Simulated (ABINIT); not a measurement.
Crystal: Ta.

```
Ta
1.0
    -1.65128    1.65128    1.65128
     1.65128   -1.65128    1.65128
     1.65128    1.65128   -1.65128
Ta
1
Direct
  0.00000 0.00000 0.00000
```

Base run:

```yaml
Program: ABINIT 10.8.3 (patched build)
Functional: SOGGA
Potentials_or_basis: JTH PAW PBE v2.0
Cutoff: 517 eV
k_mesh: 11 × 11 × 11
Occupations: fermi-dirac, width 0.05 eV
Spin: no spin polarisation
```

Its results: band gap on the k mesh none (metal or under the smearing width); pressure -5.3 GPa.

After a change of settings the same cell gave: band gap on the k mesh none (metal or under the smearing width); pressure -4.3 GPa. Which change was it?
A. functional from SOGGA to PBEsol
B. functional from SOGGA to PBE; k mesh from 11 × 11 × 11 to 7 × 7 × 7
C. functional from SOGGA to PBE; k mesh from 11 × 11 × 11 to 4 × 4 × 4
D. functional from SOGGA to RPBE; spin from no spin polarisation to spin-orbit coupling, no magnetisation

A.

Caveats: the PAW data sets were made with another functional, which shifts forces and pressure a little; spin-orbit coupling is left out, which moves the levels of the heavy elements.
